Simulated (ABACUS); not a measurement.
# GaAs (F-43m) in ABACUS: reference runs

How does GaAs come out in PBEsol? The cell is run as given.

Program: ABACUS 3.10.1. These are calculated values, not measurements. Logs are shortened: lines on timing, memory, paths and dates and some standing lists are left out, and cuts for length are marked.

**What was measured.**

From “Evidence of valence band perturbations in GaAsN/GaAs(001): A combined variable-angle spectroscopic ellipsometry and modulated photoreflectance investigation”, 2008, arxiv:0805.2212, for a bulk crystal of GaAs at 300 K: band gap 1.412 ± 0.01 eV (direct).

How close the calculation comes is told below.

## Step 1: The structure

The structure is cubic, space group F-43m (No. 216). The conventional cell has a = 5.654 Å, b = 5.654 Å, c = 5.654 Å, α = 90.00°, β = 90.00°, γ = 90.00°. As (site symmetry -43m) has 4 Ga at 2.45 Å as nearest neighbours. Ga (site symmetry -43m) is surrounded by 4 As at 2.45 Å.

## Step 2: Single point, PBEsol

File INPUT:

```
INPUT_PARAMETERS
suffix              GaAs
calculation         scf
basis_type          pw
pseudo_dir          ./
symmetry            1
dft_functional      pbesol
ecutwfc             84
pseudo_rcut         7
nspin               1
nbands              18
ks_solver           dav
smearing_method     fd
smearing_sigma      0.00367493
scf_thr             1e-08
scf_nmax            100
mixing_type         broyden
mixing_beta         0.7
cal_force           1
cal_stress          1
out_chg             1
out_pot             2
out_elf             1
```

File STRU:

```
ATOMIC_SPECIES
As 74.9216 As.upf
Ga 69.7230 Ga.upf

LATTICE_CONSTANT
1.8897261246

LATTICE_VECTORS
0.0000000000 2.8268500000 2.8268500000
2.8268500000 0.0000000000 2.8268500000
2.8268500000 2.8268500000 0.0000000000

ATOMIC_POSITIONS
Direct

As
0.0
1
0.7500000000 0.7500000000 0.7500000000 1 1 1

Ga
0.0
1
0.0000000000 0.0000000000 0.0000000000 1 1 1
```

File KPT:

```
K_POINTS
0
Gamma
8 8 8 0 0 0
```

Potentials or basis: PseudoDojo NC SR 0.4.1 PBEsol standard, plane waves.

Command:

```console
$ OMP_NUM_THREADS=1 mpirun -np 4 abacus > log
```

running log:

```text
ABACUS v3.10.1

               Atomic-orbital Based Ab-initio Computation at UStc

 ------------------------------------------------------------------------------------

 READING GENERAL INFORMATION
                           global_out_dir = OUT.GaAs/
                           global_in_card = INPUT
                               pseudo_dir = ./
                              orbital_dir =
                                    DSIZE = 4
                                    GSIZE = 1

 READING UNITCELL INFORMATION
                                    ntype = 2
                  lattice constant (Bohr) = 1.88973
              lattice constant (Angstrom) = 1

 READING ATOM TYPE 1
                               atom label = As
                      L=0, number of zeta = 1
                      L=1, number of zeta = 1
                      L=2, number of zeta = 1
             number of atom for this type = 1

 READING ATOM TYPE 2
                               atom label = Ga
                      L=0, number of zeta = 1
                      L=1, number of zeta = 1
                      L=2, number of zeta = 1
             number of atom for this type = 1

                        TOTAL ATOM NUMBER = 2
DIRECT COORDINATES
    atom                   x                   y                   z     mag                  vx                  vy                  vz
taud_As1            0.7500000000        0.7500000000        0.7500000000  0.0000        0.0000000000        0.0000000000        0.0000000000
taud_Ga1            0.0000000000        0.0000000000        0.0000000000  0.0000        0.0000000000        0.0000000000        0.0000000000

                          Volume (Bohr^3) = 304.884
                             Volume (A^3) = 45.1791

 Lattice vectors: (Cartesian coordinate: in unit of a_0)
                   +0            +2.82685            +2.82685
             +2.82685                  +0            +2.82685
             +2.82685            +2.82685                  +0
 Reciprocal vectors: (Cartesian coordinate: in unit of 2 pi/a_0)
            -0.176875           +0.176875           +0.176875
            +0.176875           -0.176875           +0.176875
            +0.176875           +0.176875           -0.176875
 The esolver type has been set to : ksdft_pw

                PAO radial cut off (Bohr) = 7

 Read in pseudopotential file is As.upf
                     pseudopotential type = NC
          exchange-correlation functional = PBESOL
                 nonlocal core correction = 1
                        valence electrons = 15
                                     lmax = 2
                           number of zeta = 3
                     number of projectors = 6
                           L of projector = 0
[... 5 lines left out ...]
                PAO radial cut off (Bohr) = 7

 Read in pseudopotential file is Ga.upf
                     pseudopotential type = NC
          exchange-correlation functional = PBESOL
                 nonlocal core correction = 1
                        valence electrons = 13
                                     lmax = 2
                           number of zeta = 3
                     number of projectors = 6
                           L of projector = 0
                           L of projector = 0
                           L of projector = 1
                           L of projector = 1
                           L of projector = 2
                           L of projector = 2
     initial pseudo atomic orbital number = 18

 SETUP THE ELECTRONS NUMBER
            electron number of element As = 15
      total electron number of element As = 15
            electron number of element Ga = 13
      total electron number of element Ga = 13
            AUTOSET number of electrons:  = 28
                           occupied bands = 14
                                   NBANDS = 18
                                   NLOCAL = 18

%%%%%%%%%%%%%%%%%%%%%%%%%%%%%%%%%%%%%%%%%%%%%%%%%%%%%%%%%%%%%%%%%%%%%%%%%%%%%%%%%%%%%%%%%%%%%%%%%%%%%%%%%%
 Warning: the number of valence electrons in pseudopotential > 5 for As: [Ar] 3d10 4s2 4p3
 Warning: the number of valence electrons in pseudopotential > 3 for Ga: [Ar] 3d10 4s2 4p1
 Pseudopotentials with additional electrons can yield (more) accurate outcomes, but may be less efficient.
 If you're confident that your chosen pseudopotential is appropriate, you can safely ignore this warning.
%%%%%%%%%%%%%%%%%%%%%%%%%%%%%%%%%%%%%%%%%%%%%%%%%%%%%%%%%%%%%%%%%%%%%%%%%%%%%%%%%%%%%%%%%%%%%%%%%%%%%%%%%%

 SETUP THE PLANE WAVE BASIS
 energy cutoff for charge/potential (unit:Ry) = 336
            fft grid for charge/potential = [ 45, 45, 45 ]
                        fft grid division = [ 1, 1, 1 ]
        big fft grid for charge/potential = [ 45, 45, 45 ]
                                     nbxx = 24300
                                     nrxx = 24300

 SETUP PLANE WAVES FOR CHARGE/POTENTIAL
                    number of plane waves = 31775
                         number of sticks = 1333

[... 71 lines left out ...]
                     BRAVAIS LATTICE NAME = 02. Cubic I (body-centered)
                                    ibrav = 2
                       right hand lattice = 1
(for k-lattice: )
                             BRAVAIS TYPE = 2
                     BRAVAIS LATTICE NAME = 02. Cubic I (body-centered)
                                    ibrav = 2
                       right hand lattice = 1
                        ROTATION MATRICES = 48
                               nkstot_ibz = 29
K-POINTS REDUCTION ACCORDING TO SYMMETRY
     IBZ    DIRECT_X    DIRECT_Y    DIRECT_Z  WEIGHT  ibz2bz
       1  0.00000000  0.00000000  0.00000000  0.0020       0
       2  0.12500000  0.12500000  0.12500000  0.0156       1
       3  0.25000000  0.25000000  0.25000000  0.0156       2
       4  0.37500000  0.37500000  0.37500000  0.0156       3
       5  0.50000000  0.50000000  0.50000000  0.0078       4
       6  0.12500000  0.12500000  0.00000000  0.0117       9
[... 21 lines left out ...]
      28 -0.12500000  0.50000000  0.37500000  0.0234     101
      29  0.50000000  0.25000000 -0.25000000  0.0117     166

                               nkstot now = 29
[... K-POINTS DIRECT COORDINATES: 29 rows ...]

           k-point number in this process = 29
       minimum distributed K point number = 29
[... stars of the k points ...]

[... K-POINTS CARTESIAN COORDINATES: 29 rows ...]

[... K-POINTS DIRECT COORDINATES: 29 rows ...]

 SETUP PLANE WAVES FOR WAVE FUNCTIONS
     energy cutoff for wavefunc (unit:Ry) = 84
              fft grid for wave functions = [ 45, 45, 45 ]
                    number of plane waves = 5029
                         number of sticks = 379

 PARALLEL PW FOR WAVE FUNCTIONS
     PROC   COLUMNS(POT)             PW
        1             94           1255
        2             95           1258
        3             95           1258
        4             95           1258
 --------------- sum -------------------
        4            379           5029

 SETUP NONLOCAL PSEUDOPOTENTIALS IN PLANE WAVE BASIS
 As non-local projectors:
 projector 1 L=0
 projector 2 L=0
 projector 3 L=1
 projector 4 L=1
 projector 5 L=2
 projector 6 L=2
 Ga non-local projectors:
 projector 1 L=0
 projector 2 L=0
 projector 3 L=1
 projector 4 L=1
 projector 5 L=2
 projector 6 L=2
      TOTAL NUMBER OF NONLOCAL PROJECTORS = 36

 Init Non-Local PseudoPotential table :
 Init Non-Local-Pseudopotential done.

                                     npwx = 1030

 Make real space PAO into reciprocal space.
       max mesh points in Pseudopotential = 701
     dq(describe PAO in reciprocal space) = 0.01
                                    max q = 1104

 number of pseudo atomic orbitals for As is 3
WARNING: norm of atomic wavefunction # 2 of atomic type As is 0.99998, renormalized
WARNING: norm of atomic wavefunction # 3 of atomic type As is 0.998504, renormalized

 number of pseudo atomic orbitals for Ga is 3
WARNING: norm of atomic wavefunction # 2 of atomic type Ga is 0.999668, renormalized
WARNING: norm of atomic wavefunction # 3 of atomic type Ga is 0.985171, renormalized

 -------------------------------------------
 SELF-CONSISTENT
 -------------------------------------------
                                 init_chg = atomic

 PW ALGORITHM --------------- ION=   1  ELEC=   1--------------------------------
 Notice: Threshold on eigenvalues was too large.
 hsover_error=0.28 > DRHO=0.0507849
 Origin diag ethr = 0.01
 New diag ethr = 0.000181375

 Density error is 0.0511337842938
                          Error Threshold = 0.000181374683359
----------------------------------------------------------
     Energy           Rydberg                 eV
----------------------------------------------------------
 E_KohnSham     -364.6054657848      -4960.7118566174
 E_Harris       -364.6099072519      -4960.7722858778
 E_Fermi        0.6341770741         8.6284217484
----------------------------------------------------------
[... 75 lines left out ...]
 Density error is 5.52037004205e-10
                          Error Threshold = 3.61135485497e-11
----------------------------------------------------------
     Energy           Rydberg                 eV
----------------------------------------------------------
 E_KohnSham     -364.6146792028      -4960.8372115998
 E_KS(sigma->0) -364.6146774993      -4960.8371884235
 E_Harris       -364.6147982031      -4960.8388306830
 E_band         -22.0268742129       -299.6909984244
 E_one_elec     -192.3826891929      -2617.5007695863
 E_Hartree      114.5888549735       1559.0613549348
 E_xc           -88.4680077958       -1203.6689967308
 E_Ewald        -198.3528337807      -2698.7287538649
 E_entropy(-TS) -0.0000034068        -0.0000463525
 E_descf        0.0000000000         0.0000000000
 E_exx          0.0000000000         0.0000000000
 E_Fermi        0.6553646865         8.9166940050
----------------------------------------------------------

 charge density convergence is achieved
 final etot is -4960.8372116 eV
 EFERMI = 8.916694005 eV
The vacuum level is 11.023743232 eV

 STATE ENERGY(eV) AND OCCUPATIONS    NSPIN == 1
 1/29 kpoint (Cartesian) = 0.0000 0.0000 0.0000 (959 pws)
       1       -26.5546     0.00390625
       2       -26.5546     0.00390625
       3       -26.5546     0.00390625
       4       -26.5447     0.00390625
       5       -26.5447     0.00390625
       6       -6.13779     0.00390625
[... 98 lines left out ...]
       5       -26.5445      0.0234375
       6       -6.15925      0.0234375
[... 10 lines left out ...]
      17        13.3380    9.26760e-41
      18        13.3380    9.26760e-41

[... levels at 23 further k points ...]

------------------------------------------------------------------------------------------
 TOTAL-FORCE (eV/Angstrom)
------------------------------------------------------------------------------------------
                       As1         0.0000000000         0.0000000000         0.0000000000
                       Ga1         0.0000000000         0.0000000000         0.0000000000
------------------------------------------------------------------------------------------

----------------------------------------------------------------
 TOTAL-STRESS (KBAR)
----------------------------------------------------------------
         2.5124315333        -0.0000000000        -0.0000000000
         0.0000000000         2.5124315333        -0.0000000000
         0.0000000000        -0.0000000000         2.5124315333
----------------------------------------------------------------
 TOTAL-PRESSURE: 2.512432 KBAR

 --------------------------------------------
 !FINAL_ETOT_IS -4960.8372115997808578 eV
 --------------------------------------------
```

It took 7.3 s on 4 MPI ranks of Intel Xeon 6975P-C (Granite Rapids), shared host; peak memory 0.28 GiB.

Results:

| Property | Result |
| --- | --- |
| Free energy | -4960.8372 eV |
| Pressure | 0.3 GPa |
| Band gap on the k mesh | 0.44 eV, direct |

## Step 3: How close it comes

Step 2. Measured gap of GaAs: 1.412 eV (direct; 300 K; “Evidence of valence band perturbations in GaAsN/GaAs(001): A combined variable-angle spectroscopic ellipsometry and modulated photoreflectance investigation”, 2008, arxiv:0805.2212). This calculation gives 0.44 eV (-0.97 eV). 3 values of this kind are on record (1.412 to 1.51 eV); this one was drawn at random among those near their median, those with a stated uncertainty first. Spin-orbit coupling on As, Ga is left out. The value is that of PBEsol on a finite k mesh, which can miss the band edges, without temperature or zero-point motion. Semilocal functionals fall short of measured gaps as a rule.
